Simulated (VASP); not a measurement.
# FeNi₃: energy at fixed spin moment

FeNi₃, I4/mmm (no. 139), 4 atoms in the cell. PBE, fixed spin moment; PAW potentials Ni, Fe (PBE set).

Volume against the source cell: 1.

## Input

INCAR.step1:
```
ALGO = Normal
EDIFF = 1E-7
ENCUT = 450
GGA = PE
ISIF = 2
ISMEAR = 1
ISPIN = 2
LASPH = True
LCHARG = False
LMAXMIX = 4
LORBIT = 11
LREAL = False
LWAVE = False
MAGMOM = 0 0 0 0
NELM = 200
NUPDOWN = 0.0
PREC = Accurate
SIGMA = 0.1
```

INCAR.step2, as INCAR.step1 but for:
```
- MAGMOM = 0 0 0 0
- NUPDOWN = 0.0
+ MAGMOM = 0.2156 0.2156 0.2156 0.2156
+ NUPDOWN = 0.86
```

INCAR.step3 to INCAR.step9 change the same tags again: MAGMOM = 0.4312 0.4312 0.4312 0.4312, 0.6469 0.6469 0.6469 0.6469, 0.8625 0.8625 0.8625 0.8625, 1.0781 1.0781 1.0781 1.0781, 1.2938 1.2938 1.2938 1.2938, 1.5094 1.5094 1.5094 1.5094, 1.725 1.725 1.725 1.725; NUPDOWN = 1.72, 2.59, 3.45, 4.31, 5.18, 6.04, 6.9.

INCAR.step10, as INCAR.step9 but for:
```
- NUPDOWN = 6.9
```

KPOINTS:
```
k-points
0
Gamma
  16 16 16
```

POSCAR:
```
FeNi3
1.0
   -1.7669790000      1.7669790000      3.5395920000
    1.7669790000     -1.7669790000      3.5395920000
    1.7669790000      1.7669790000     -3.5395920000
Ni Fe
3 1
Direct
    0.2500000000      0.7500000000      0.5000000000
    0.7500000000      0.2500000000      0.5000000000
    0.5000000000      0.5000000000      0.0000000000
    0.0000000000      0.0000000000      0.0000000000
```

Commands (each step's output is kept before the next begins):
```
cat potpaw_PBE.64/Ni/POTCAR potpaw_PBE.64/Fe/POTCAR > POTCAR
cp INCAR.step1 INCAR
mpirun -np 4 vasp_std > vasp.out
rm WAVECAR CHG
cp INCAR.step2 INCAR
mpirun -np 4 vasp_std > vasp.out
rm WAVECAR CHG
cp INCAR.step3 INCAR
mpirun -np 4 vasp_std > vasp.out
rm WAVECAR CHG
cp INCAR.step4 INCAR
mpirun -np 4 vasp_std > vasp.out
rm WAVECAR CHG
cp INCAR.step5 INCAR
mpirun -np 4 vasp_std > vasp.out
rm WAVECAR CHG
cp INCAR.step6 INCAR
mpirun -np 4 vasp_std > vasp.out
rm WAVECAR CHG
cp INCAR.step7 INCAR
mpirun -np 4 vasp_std > vasp.out
rm WAVECAR CHG
cp INCAR.step8 INCAR
mpirun -np 4 vasp_std > vasp.out
rm WAVECAR CHG
cp INCAR.step9 INCAR
mpirun -np 4 vasp_std > vasp.out
rm WAVECAR CHG
cp INCAR.step10 INCAR
mpirun -np 4 vasp_std > vasp.out
```

## Result

- Moment at the minimum, by a parabola in the squared moment through the lowest point and its neighbours (muB per cell): 4.56
- Energy there by the same parabola, against the smallest moment (meV/atom): -224.4
- Moment left free (muB per cell): 4.55

Energy at fixed total moment:

| Moment (muB per cell) | Energy (meV/atom) | Pressure (GPa) |
|---|---|---|
| 0.00 | 0.0 | -7.6 |
| 0.86 | -42.9 | -2.9 |
| 1.72 | -96.9 | -1.6 |
| 2.59 | -146.9 | -0.6 |
| 3.45 | -187.9 | -0.5 |
| 4.31 | -222.1 | 0.3 |
| 5.18 | -207.7 | 2.3 |
| 6.04 | -121.4 | 5.6 |
| 6.90 | 53.3 | 9.8 |

VASP 6.6.1 took 1571 s on 4 cores (Intel Xeon 6975P-C (Granite Rapids)), a shared host.
